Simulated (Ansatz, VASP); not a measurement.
Given: the input of a run of Ansatz 0.2.0 on TiB2.

input.yaml

```yaml
crystal:
  lattice:
    - [2.9882598462, 0.0, 0.0]
    - [-1.4941299231, 2.5879089399, 0.0]
    - [0.0, 0.0, 3.1847676243]
  atoms:
    - { symbol: Ti, position: [0.0, 0.0, 0.0] }
    - { symbol: B, position: [0.6666666667, 0.3333333333, 0.5] }
    - { symbol: B, position: [0.3333333333, 0.6666666667, 0.5] }
kpoints:
  mp_grid: { grid: [10, 10, 8] }
scf:
  occupations: { method: fermi_dirac, width: 0.05 }
hamiltonian:
  xc: lda
  pseudopotentials: { kind: all_electron, lapw: { basis_error: 0.002 } }
output:
  forces: true
  stress: true
  eigenvalues: true
```

Potentials or basis: all-electron LAPW, scalar-relativistic.

Launch:

```sh
$ ansatz run input.yaml --threads 2 --pin off --max-ram 6144MiB --backend cpu --events-out ev --progress --plain --runs-dir out
```

**Question.** Translate it to VASP 6.6.1. Potentials there: VASP PAW LDA potentials, release 64 (Ti_sv, B).

**Answer.** As run (the cutoff follows the program's own potentials):

INCAR

```
PREC = Accurate
ENCUT = 520
EDIFF = 1E-7
ISMEAR = -1
SIGMA = 0.05
LREAL = F
LASPH = T
NELM = 80
ALGO = Normal
ISIF = 2
LWAVE = F
LCHARG = T
LELF = T
LVHAR = T
NBANDS = 16
```

KPOINTS

```
regular mesh
0
Gamma
  10 10 8
```

POSCAR

```
TiB2
1.0
    2.9882598462      0.0000000000      0.0000000000
   -1.4941299231      2.5879089399      0.0000000000
    0.0000000000      0.0000000000      3.1847676243
Ti B
1 2
Direct
    0.0000000000      0.0000000000      0.0000000000
    0.6666666667      0.3333333333      0.5000000000
    0.3333333333      0.6666666667      0.5000000000
```

Potentials or basis: VASP PAW LDA potentials, release 64 (Ti_sv, B).

The run is started by

```console
$ cat potpaw_LDA.64/Ti_sv/POTCAR potpaw_LDA.64/B/POTCAR > POTCAR
$ mpirun -np 1 vasp_std > vasp.out
```

Both were run:

|  | VASP | Ansatz | Ansatz less VASP |
| --- | --- | --- | --- |
| gap on the k mesh at the Fermi level (eV) | none | none | - |
| pressure (GPa) | -0.1 | -0.7 | -0.59 |
| largest component of the traceless stress (GPa) | 2.26 | 2.22 | -0.041 |

A gap of «none» marks a metal or a gap that the smearing closes. Ansatz ran all-electron here, so the differences hold the error of VASP's frozen core and of both bases.
